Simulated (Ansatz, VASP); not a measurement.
# KCl (Sylvite) in two plane-wave programs, part 2 of 2

Wanted: the spread between two codes on one cell, functional and k mesh.

VASP 6.6.1 and Ansatz 0.2.0.

So far. Step 3 (Ansatz: single point, PBEsol): The run ends at a pressure of -0.30 GPa. Step 7 (Ansatz: single point, r2SCAN, volume scaled by 0.985): The run ends at a pressure of 0.34 GPa.

### 8. Differences

What differs besides the data sets and the points named for the pairs above, as far as they apply: VASP keeps PBE cores, Ansatz makes them for the functional. Total energies have different zeros and are not compared.

The two programs side by side:

```
              quantity  Ansatz   VASP  difference
        pressure (GPa)    0.34   0.30       +0.04
gap on the k mesh (eV)   5.886  5.890      -0.003
```

A gap on the mesh is an upper bound, since the band edges may lie between its points. Ansatz's pressure holds a Pulay correction of 0.01 GPa; VASP's holds none.

### 9. Ansatz: single point, r2SCAN, volume scaled by 1.015

A single point gives forces, pressure and levels at one fixed geometry, so differences don't come from the geometry; what else differs is listed under the comparison. The cell compared in this pair holds 63.12 Å³, against 61.26 Å³ for the pair before.

The cell is a member of a volume series, scaled by 1.015 from a relaxed one, so a pressure remains.

The input, input.yaml:

```yaml
crystal:
  lattice:
    - [0.0, 3.16022248, 3.16022248]
    - [3.16022248, 0.0, 3.16022248]
    - [3.16022248, 3.16022248, 0.0]
  atoms:
    - { symbol: K, position: [0.0, 0.0, 0.0] }
    - { symbol: Cl, position: [0.5, 0.5, 0.5] }
hamiltonian:
  xc: r2scan
  pseudopotentials: { kind: paw }
kpoints:
  mp_grid: { grid: [6, 6, 6] }
scf:
  occupations: { method: gaussian, width: 0.03 }
  n_extra_bands: 4
output:
  forces: true
  stress: true
  eigenvalues: true
  write_density: true
  write_potential: true
  elf: true
  volumetric_format: npy
```

The run is started by

```console
> ansatz run input.yaml --threads 2 --pin off --max-ram 4608MiB --backend cpu --events-out ev --progress --plain --runs-dir out
```

Numbers of over 12 decimals in the logs are rounded to 6 here.

Log:

```text
[...]
Crystal: 2 atoms, lattice volume = 63.122 Å³
Basis set: ecut = 500 eV, 1639 PW (Γ), exchange–correlation on 144×144×144 points (64 copies of the dense FFT grid, shifted against one another)
Bands: 12, of which v1, the nominal top of the filled ones, is band 8 counted from 1 (7 counted from 0)
Symmetry: 48 space group operations
[...]
k-points: 16 of 216
[...]
--- Band table (eV; the first three rows and the last of 16) ---
  k-point 0: bands = [... 4 lower, -10.5707, 0.3479, 0.3479, 0.3479, 6.1276, 9.3562, 9.3562, 9.3562]
  k-point 1: bands = [... 4 lower, -10.5160, 0.0479, 0.2658, 0.2658, 6.7552, 9.1364, 9.7086, 9.7086]
  k-point 2: bands = [... 4 lower, -10.4121, -0.4562, 0.1097, 0.1097, 7.9496, 9.1769, 10.6678, 10.6678]
  k-point 15: bands = [... 4 lower, -10.5264, -0.2215, -0.0616, -0.0077, 8.1133, 9.8076, 10.2228, 11.3336]
[key lines of the parts left out:]
SCF converged after 6 iterations
Free energy (F): -2630.472492 eV
Fermi energy:    3.237847 eV
P = ⅓ Tr σ = -0.2415 GPa (-2.415 kbar)
```

Elapsed: 3.5 s, on 2 threads of Arm Neoverse N1, shared host; peak memory 0.49 GiB; 6.3 s of CPU time.

The run ends at a pressure of -0.24 GPa.

### 10. VASP: single point, r2SCAN, volume scaled by 1.015

The same cell, functional, mesh and smearing now go to VASP, with its own data sets and cutoff.

The input asks for a relaxation, which ended at its first step since no free force or stress exceeded the threshold; so it serves as a single point.

The input, INCAR:

```
SYSTEM = KCl
PREC = Accurate
ENCUT = 500
EDIFF = 1E-06
NELM = 100
ISMEAR = 0
SIGMA = 0.03
LREAL = .FALSE.
ALGO = Normal
METAGGA = R2SCAN
LASPH = .TRUE.
NBANDS = 14
LORBIT = 11
LWAVE = .FALSE.
LCHARG = .FALSE.
KPAR = 4
IBRION = 2
NSW = 30
ISIF = 4
EDIFFG = -0.01
```

The input, POSCAR:

```
KCl
1.0
    0.0000000000      3.1602224839      3.1602224839
    3.1602224839      0.0000000000      3.1602224839
    3.1602224839      3.1602224839      0.0000000000
K Cl
1 1
Direct
    0.0000000000      0.0000000000      0.0000000000
    0.5000000000      0.5000000000      0.5000000000
```

The input, KPOINTS:

```
Automatic mesh
0
Gamma
6 6 6
0 0 0
```

Potentials, in the order of the species: K_sv and Cl (PBE family, release 64).

The run is started by

```console
> mpirun -np 4 vasp_std
```

Log:

```text
[... set-up lines as in an earlier step ...]
 entering main loop
       N       E                     dE             d eps       ncg     rms          rms(c)
DAV:   1     0.863529293455E+02    0.86353E+02   -0.72726E+03   448   0.102E+03
DAV:   2    -0.140958717891E+02   -0.10045E+03   -0.91983E+02   566   0.245E+02
DAV:   3    -0.204084737318E+02   -0.63126E+01   -0.62706E+01   598   0.556E+01
DAV:   4    -0.206896553425E+02   -0.28118E+00   -0.28107E+00   702   0.104E+01
[...]
DAV:  10    -0.165053808696E+02   -0.50098E-03   -0.55343E-04   568   0.170E-01    0.446E-02
DAV:  11    -0.165054740431E+02   -0.93174E-04   -0.15580E-04   466   0.120E-01    0.627E-03
DAV:  12    -0.165054745312E+02   -0.48808E-06   -0.58248E-06   604   0.199E-02
   1 F= -.16505475E+02 E0= -.16505475E+02  d E =-.165055E+02
[...]
reached required accuracy - stopping structural energy minimisation
```

OUTCAR, selected parts (step 10):

```text
  Total       -0.1119384     -0.1119384     -0.1119384      0.0000000      0.0000000     -0.0000000
  in kB       -2.8412332     -2.8412332     -2.8412332      0.0000000      0.0000000     -0.0000000
  external PRESSURE =      -2.8412332 kB  Pullay stress =       0.0000000 kB

 POSITION                                       TOTAL-FORCE (eV/Angst)
 -----------------------------------------------------------------------------------
      0.00000      0.00000      0.00000        -0.000000      0.000000      0.000000
      3.16022      3.16022      3.16022         0.000000     -0.000000     -0.000000
 -----------------------------------------------------------------------------------
    total drift:                                0.000000      0.000000      0.000000

  FREE ENERGIE OF THE ION-ELECTRON SYSTEM (eV)
  ---------------------------------------------------
  free  energy   TOTEN  =       -16.5054745312 eV

  energy  without entropy=      -16.5054745312  energy(sigma->0) =      -16.50547453

[... 2 parts as in an earlier step ...]

[... 2 further parts left out ...]
[key lines of the parts left out:]
E-fermi :  -2.1289
```

### 11. Comparison

Compared:

```
              quantity  Ansatz   VASP  difference
        pressure (GPa)   -0.24  -0.28       +0.04
gap on the k mesh (eV)   5.780  5.783      -0.003
```

A gap on the mesh is an upper bound, since the band edges may lie between its points. Ansatz's pressure holds a Pulay correction of 0.01 GPa; VASP's holds none.

### 12. Outcome

```
difference in gap on the k mesh (single point, PBEsol)                         : 0.0058 eV
difference in gap on the k mesh (single point, r2SCAN, volume scaled by 0.985) : -0.0031 eV
difference in gap on the k mesh (single point, r2SCAN, volume scaled by 1.015) : -0.0034 eV
```

In words: The difference in gap on the k mesh is 0.0058 eV (single point, PBEsol), within the 0.08 eV picked in this series as the mark of a large difference. For single point, PBEsol, no further run moves any of the tabulated differences by more than a quarter of its size. 2 further runs of this series are not shown here. Such differences can come from data sets, numerical settings and the points named under the comparisons, not from the functional's error against experiment.

[Lines on the potential files, build, host, timing and source positions are cut from VASP's logs without a mark.]

[Logs are printed without paths, hosts, clocks, repeated set-up lines and the standing remarks that a program may print on its own settings, such as how far it seeks lower states.]

[Hosts, paths, dates, database ids (printed as entryN), source tags and the programs' standing remarks are cut or masked in the printed files.]
